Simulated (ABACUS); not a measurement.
Crystal: TePb.

```
CELL_PARAMETERS angstrom
-3.23100 0.00000 3.23100
0.00000 3.23100 3.23100
-3.23100 3.23100 0.00000
ATOMIC_POSITIONS crystal
Pb 0.00000 0.00000 0.00000
Te 0.50000 0.50000 0.50000
```

| Item | Value |
| --- | --- |
| Program | ABACUS 3.10.1 |
| Task | relaxation of cell and atoms |
| Functional | LDA-PW92 |
| Potentials or basis | PseudoDojo NC SR 0.4.1 LDA stringent |
| Cutoff | 1401 eV |
| Density cutoff | 5606 eV |
| Basis | plane waves |
| k mesh | 6 × 6 × 6 |
| Occupations | fermi-dirac, width 0.05 eV |
| Spin | no spin polarisation |

At the start: pressure -1.6 GPa; volume 33.73 Å³/atom.

How do energy, volume and symmetry change on relaxing?

Over 3 steps the energy falls by 6.5 meV/atom and the volume is 32.51 Å³/atom (-3.6 %); space group Fm-3m (No. 225, to 0.05 Å).

The path:
```tsv
step	energy change (eV)	largest force (eV/Å)	pressure (GPa)	volume (Å³)
1	0.0000	0.0000	-1.65	67.46
2	-0.0105	0.0000	0.80	64.01
3	-0.0130	0.0000	0.03	65.02
```

Final structure:
```cif
data_structure
_symmetry_space_group_name_H-M 'P 1'
_symmetry_Int_Tables_number 1
_cell_length_a 4.5137
_cell_length_b 4.5137
_cell_length_c 4.5137
_cell_angle_alpha 60.000
_cell_angle_beta 60.000
_cell_angle_gamma 60.000
_cell_volume 65.02
loop_
_atom_site_label
_atom_site_type_symbol
_atom_site_fract_x
_atom_site_fract_y
_atom_site_fract_z
_atom_site_occupancy
Pb1 Pb 0.00000 0.00000 0.00000 1
Te1 Te 0.50000 0.50000 0.50000 1
```
